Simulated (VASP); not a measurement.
**MgSe in VASP 6.6.1, single-point calculation**

INCAR

```
LASPH = .TRUE.
SIGMA = 0.02
LREAL = .FALSE.
ISMEAR = -5
EDIFF = 1E-7
PREC = Accurate
IBRION = -1
LCHARG = .FALSE.
ENCUT = 520
NELM = 64
ISIF = 2
GGA = PE
NSW = 0
NBANDS = 11
LWAVE = .FALSE.
```

KPOINTS

```
KPOINTS created by Atomic Simulation Environment
0
Gamma
1 1 1
0 0 0
```

POSCAR

```
Mg Se
 1.0000000000000000
    -0.0321055607000000    2.7041638154999998    2.7041638154999998
     2.7041638154999998   -0.0321055607000000    2.7041638154999998
     2.7041638154999998    2.7041638154999998   -0.0321055607000000
 Mg  Se
   1   1
Cartesian
  0.0000000000000000  0.0000000000000000  0.0000000000000000
  2.6881110351500004  2.6881110351500004  2.6881110351500004
```

The recommended PBE PAW datasets give the neutral cell 8 valence electrons.

Command

```
mpirun -np 1 vasp_std
```

Standard output (part)

```
POSCAR found type information on POSCAR MgSe
 POSCAR found :  2 types and       2 ions
 LDA part: xc-table for (Slater+PW92), standard interpolation
|     EEEEEEE  RRRRRR   RRRRRR   OOOOOOO  RRRRRR      ###     ###     ###     |
|     E        R     R  R     R  O     O  R     R     ###     ###     ###     |
|     E        R     R  R     R  O     O  R     R     ###     ###     ###     |
|     EEEEE    RRRRRR   RRRRRR   O     O  RRRRRR       #       #       #      |
|     E        R    R   R    R   O     O  R    R      ###     ###     ###     |
|     EEEEEEE  R     R  R     R  OOOOOOO  R     R     ###     ###     ###     |
|     IBZKPT: tetrahedron method fails for NKPT<4. NKPT = 1                   |
|       ---->  I REFUSE TO CONTINUE WITH THIS SICK JOB ... BYE!!! <----       |
```

VASP stopped before the first electronic step.

Task: Why shouldn't this run be trusted?

Result: Tetrahedra on too few k points. VASP stopped before the first electronic step.
